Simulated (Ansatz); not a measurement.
Cu: Grüneisen parameters and expansion

Level of theory: Ansatz, DFT PBE, scalar-relativistic, plane waves, PAW. Plane waves to 420 eV; Γ-centred k mesh 20×20×20; Fermi-Dirac smearing of 0.15 eV. No spin polarisation. Phonons by linear response, acoustic sum rule imposed.

Relaxed structure:
```
CELL_PARAMETERS angstrom
0.00000 1.81517 1.81517
1.81517 0.00000 1.81517
1.81517 1.81517 0.00000
ATOMIC_POSITIONS crystal
Cu 0.00000 0.00000 0.00000
```

In a metal, frequencies depend on the k mesh and the smearing, soft modes most.

Phonons on a 2×2×2 q mesh at 0.98, 1 and 1.02 times the equilibrium volume give γ = −d ln ν/d ln V, modes matched by rank. The cell has V = 11.96 Å³ with 1 atom and B = 141 GPa. Points of the mesh (fractions of the reciprocal vectors) with their weights out of 8; the acoustic modes at Γ are left out:

```csv
q,weight,ν (cm⁻¹),γ,degeneracy
0.00 0.00 -0.50,4,113,1.64,2
0.00 0.00 -0.50,4,242,2.38,1
0.00 -0.50 -0.50,3,168,1.97,2
0.00 -0.50 -0.50,3,238,2.35,1
```

Task: Work out the volume expansion coefficient at 50, 100, 300 and 800 K in Grüneisen's theory.

Result: Each mode holds c = k_B x² eˣ/(eˣ − 1)², x = hcν/k_BT (k_B = 0.695 cm⁻¹/K). Weighted over the mesh, C_V = Σ c, γ̄ = Σ cγ/C_V and α_V = γ̄ C_V/(BV):
```json
{"T (K)": "50", "C_V (k_B a cell)": "0.63", "γ̄": "1.76", "α_V (10⁻⁶/K)": "9.0"}
{"T (K)": "100", "C_V (k_B a cell)": "1.63", "γ̄": "1.89", "α_V (10⁻⁶/K)": "25.2"}
{"T (K)": "300", "C_V (k_B a cell)": "2.47", "γ̄": "1.96", "α_V (10⁻⁶/K)": "39.7"}
{"T (K)": "800", "C_V (k_B a cell)": "2.60", "γ̄": "1.97", "α_V (10⁻⁶/K)": "42.0"}
```

The classical limit of C_V is 3n = 3 k_B, less the 3/8 k_B of the three modes left out, which leaves C_V and α_V about 12 % low even at high temperature. All γ are positive, so the crystal expands at every temperature. For a cubic crystal the linear coefficient is a third of α_V. A mesh this coarse misses long acoustic waves, so the low-temperature rows are rough; B and γ are held at their static values, and the electrons' part is left out.

Task: The zero-point energy of the cell, summed on a denser interpolated mesh, is 31.295, 30.008 and 28.766 meV at the three volumes. How far does it expand the lattice at 0 K?

Result: P_zp = −dE_zp/dV = 2.529 meV / (0.478 Å³) × 0.16022 GPa Å³/meV = 0.847 GPa, so ΔV/V = P_zp/B = 0.60 %. This share is taken off a measured low-temperature volume before it is compared with a static calculation.

Cost: 6 runs of about 3.3 core-minutes in all, on AMD EPYC 7R13 Processor (Zen 3) (shared hosts).

The expansion grows with temperature mainly because the modes fill: C_V rises from 0.63 to 2.60 k_B, while γ̄ moves only from 1.76 to 1.97. That smaller drift arises because γ increases with frequency across all four listed modes, so heating brings in the more volume-sensitive ones. Longitudinal motion directly compresses near-neighbour bonds, whose stiffness falls steeply with distance as the overlap repulsion between filled d shells weakens. The soft transverse mode at L instead shears close-packed planes past one another, which probably explains its low γ of 1.64. Zero-point expansion weights modes by frequency, so the stiff longitudinal branches count for more there than in the thermal expansion at 50 K.

The near-plateau between 300 and 800 K reflects saturation of the harmonic heat capacity. In real copper the expansion coefficient is larger and keeps climbing over this range, probably in large part because the expanding lattice softens, a feedback that fixed elastic and Grüneisen parameters cannot supply.
